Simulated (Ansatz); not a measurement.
# Al3Cu: the cost of one run

Method: DFT PBE, scalar-relativistic, plane waves, PAW, in Ansatz 0.2.0.

### 1 The system as given

It takes space group R-3m (No. 166, trigonal). The conventional cell has a = 2.763 Å, b = 2.763 Å, c = 27.068 Å, α = 90.00°, β = 90.00°, γ = 120.00°. Al (site symmetry 3m) is surrounded by 3 Cu at 2.76 Å and 9 Al at 2.76 Å. Al (site symmetry -3m) has 12 Al at 2.76 Å as nearest neighbours. Cu (site symmetry -3m) has 6 Al at 2.76 Å and 6 Cu at 2.76 Å as nearest neighbours.

Coordinates:

```xyz
4
Lattice="1.3813 0.7975 9.0227 -1.3813 0.7975 9.0227 0.0000 -1.5950 9.0227" Properties=species:S:1:pos:R:3 pbc="T T T"
Al    0.0000    0.0000   20.3011
Al    0.0000    0.0000    6.7670
Al    0.0000    0.0000   13.5341
Cu    0.0000    0.0000    0.0000
```

The start is an ordering of an alloy on its end members' structure types: elements ordered on the sites of the Mn type, Cu/Al on Mn (R-3m, No. 166).

### 2 Probe: one point on a coarse mesh

input.yaml

```yaml
crystal:
  lattice:
    - [1.3813179, 0.79750426, 9.02273072]
    - [-1.3813179, 0.79750426, 9.02273072]
    - [0.0, -1.59500852, 9.02273072]
  atoms:
    - { symbol: Al, position: [0.75, 0.75, 0.75] }
    - { symbol: Al, position: [0.25, 0.25, 0.25] }
    - { symbol: Al, position: [0.5, 0.5, 0.5] }
    - { symbol: Cu, position: [0.0, 0.0, 0.0] }
basis:
  ecutwfc: 420
kpoints:
  mp_grid: { grid: [6, 6, 6] }
hamiltonian:
  xc: pbe
scf:
  occupations: { method: gaussian, width: 0.1 }
  lower_state_search: "off"
output:
  forces: true
  stress: true
  eigenvalues: true
```

On the command line:

```sh
$ ansatz run input.yaml --threads 1 --pin off --max-ram 2560MiB --backend cpu --events-out ev --progress --plain --runs-dir out
```

What time and memory should one allow on 1 thread of Intel Xeon Platinum 8488C (Sapphire Rapids), shared host?

About 1.4 s, with a peak of 0.4 GiB.
